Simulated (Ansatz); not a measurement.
# CuO: the cost of one run

Program: Ansatz 0.2.0. Level of theory: DFT PBEsol, scalar-relativistic, plane waves, PAW. These are calculated values, not measurements.

1 further run of the same task is left out (set aside as unsound or not needed).

## Step 1: The structure to begin with

The structure is orthorhombic, space group Cccm (No. 66). The conventional cell has a = 4.085 Å, b = 4.101 Å, c = 5.092 Å, α = 90.00°, β = 90.00°, γ = 90.00°. Cu (site symmetry 2/m) is surrounded by 4 O at 1.93 Å. O (site symmetry 222) has 4 Cu at 1.93 Å as nearest neighbours.

As a file:

```cif
data_structure
_symmetry_space_group_name_H-M 'P 1'
_symmetry_Int_Tables_number 1
_cell_length_a 2.8941
_cell_length_b 2.8941
_cell_length_c 5.0923
_cell_angle_alpha 90.000
_cell_angle_beta 90.000
_cell_angle_gamma 90.219
_cell_volume 42.65
loop_
_atom_site_label
_atom_site_type_symbol
_atom_site_fract_x
_atom_site_fract_y
_atom_site_fract_z
_atom_site_occupancy
Cu1 Cu 0.00000 0.50000 0.00000 1
Cu2 Cu 0.50000 0.00000 0.50000 1
O1 O 0.50000 0.50000 0.25000 1
O2 O 0.50000 0.50000 0.75000 1
```

It goes back to an entry of the Materials Project, which need not be the stable form.

This cell was relaxed beforehand with the same method: volume 10.66 Å³/atom, gap on the mesh none (metal).

## Step 2: Point at V/V0 = 0.97

Contents of input.yaml:

```yaml
crystal:
  lattice:
    - [2.021900025, -2.0296460718, 0.0]
    - [2.021900025, 2.0296460718, 0.0]
    - [0.0, 0.0, 5.0408242918]
  atoms:
    - { symbol: Cu, position: [0.0, 0.5, 0.0] }
    - { symbol: Cu, position: [0.5, 0.0, 0.5] }
    - { symbol: O, position: [0.5, 0.5, 0.25] }
    - { symbol: O, position: [0.5, 0.5, 0.75] }
basis:
  ecutwfc: 420
kpoints:
  mp_grid: { grid: [14, 14, 8] }
hamiltonian:
  xc: pbesol
scf:
  occupations: { method: gaussian, width: 0.1 }
output:
  forces: true
  stress: true
  eigenvalues: true
relax:
  adjacent_minimum: "off"
  f_tol: 0.01
  max_steps: 30
  cell: { stress_tol: 0.1, fix: [volume] }
```

Started as:

```console
$ ansatz run input.yaml --threads 1 --pin off --max-ram 2560MiB --backend cpu --events-out ev --progress --plain --runs-dir out
```

**Question.** How long does this run take on 1 thread of AMD EPYC (Zen 3), shared host, and how much memory does it need?

About 2.4 min, with a peak of 0.56 GiB.
